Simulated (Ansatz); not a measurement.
Tl:

```
CELL_PARAMETERS angstrom
3.45600 0.00000 0.00000
-1.72800 2.99298 0.00000
0.00000 0.00000 5.52500
ATOMIC_POSITIONS crystal
Tl 0.66667 0.33333 0.75000
Tl 0.33333 0.66667 0.25000
```

Base run:

```yaml
Program: Ansatz 0.2.0
Functional: LDA
Potentials_or_basis: all-electron LAPW, scalar-relativistic
Cutoff: 167 eV
Density_cutoff: 669 eV
Basis_error_allowed: 0.001 eV/atom
k_mesh: 9 × 9 × 5
Occupations: fermi-dirac, width 0.05 eV
Spin: no spin polarisation
```

Its results: pressure -1.6 GPa.

**Question.** After a change of settings the same cell gave: pressure 4.8 GPa. Which change was it?
A. occupations from fermi-dirac, width 0.05 eV to gaussian, width 0.1 eV
B. functional from LDA to PBEsol
C. functional from LDA to PBEsol; occupations from fermi-dirac, width 0.05 eV to gaussian, width 0.02 eV
D. functional from LDA to revPBE

**Answer.** D.

revPBE binds less tightly than LDA, so the same cell stands under more pressure.

Not every run made on this cell is shown here.
